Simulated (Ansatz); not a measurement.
Cubic perovskite LaAlO3 (cubic high-temperature phase), treated with PBEsol in Ansatz (PAW).

Settings: plane-wave cutoff 520 eV, 10×10×10 k mesh, Fermi–Dirac smearing 0.01 eV, scalar-relativistic PAW data made under PBE.

Pressure at four volumes; x = ln(V/10.731 Å³). One pressure is withheld.

```csv
V (Å³/atom),x,P (GPa)
10.087,-0.0619,?
10.302,-0.0408,9.25
10.731,0.0000,0.01
11.375,0.0583,-10.68
```

Pass a parabola P(x) through the three rows shown, estimate the bulk modulus and its pressure derivative near zero pressure, and predict the withheld pressure.

Slopes between the rows: (0.01 − (9.25))/(0.0000 − (-0.0408)) = -226.47 and (-10.68 − (0.01))/(0.0583 − (0.0000)) = -183.36 GPa. Their difference over the span 0.0991 is c = 43.11/0.0991 = 435.0 GPa, so P(x) = 9.25 + (-226.47)(x − (-0.0408)) + 435.0 (x − (-0.0408))(x − (0.0000)). At the middle row B = −dP/dx = −[-226.47 + 435.0 × 0.0408] = 208.7 GPa, and B′ = dB/dP = 2c/B = 4.2. At x = -0.0619 the parabola gives 14.60 GPa; the run gives 14.66 GPa. The Birch–Murnaghan fit to the energies at all volumes has B0 = 208 GPa and B′ = 4.3.

Measured, for comparison: bulk modulus 215 ± 4 GPa (room temperature, not corrected to a static lattice, cubic phase above 14 GPa, extrapolated to zero pressure; as tabulated in Guennou et al. (2011), arXiv:1105.1276). Computed (rounded) less measured: bulk modulus -3 %.

Note: the relaxation could not lower the start's symmetry, so the cell can be a saddle point above a distorted one.

Spin–orbit coupling is not included.

Ansatz is an electronic-structure program.
